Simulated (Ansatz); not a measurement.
A crystal relaxed with r2SCAN in Ansatz has space group Fm-3m (No. 225) and a = 5.203 Å.

```
atom  site       x       y       z
  Mg    4a  0.0000  0.0000  0.0000
  Xx    4b  0.5000  0.0000  0.0000
```

r2SCAN gives an indirect gap of 3.46 eV, from Γ to X; the least direct gap is 4.64 eV at Γ. With HSE06 the valence top lies at Γ and the conduction bottom at X, 3.80 eV higher; the smallest vertical gap, at Γ, is 4.83 eV. With PBE the valence top lies at Γ and the conduction bottom at X, 2.79 eV higher; the smallest vertical gap, at Γ, is 3.72 eV. Meshes: r2SCAN 8×8×8, HSE06 6×6×6, PBE 8×8×8. r2SCAN's ε∞ is 4.9 in all directions.

Problem. Which element is Xx?
A. S
B. Se
C. O
D. Te

Solution. A. Xx is S: a 2-atom cell of MgS started from a crystallographic database. Around Mg lie 6 S at 2.60 Å; around S lie 6 Mg at 2.60 Å.

(Simulation; spin polarisation is off.)

The meshes of the hybrids are coarse, so their gaps aren't converged to the digits shown.
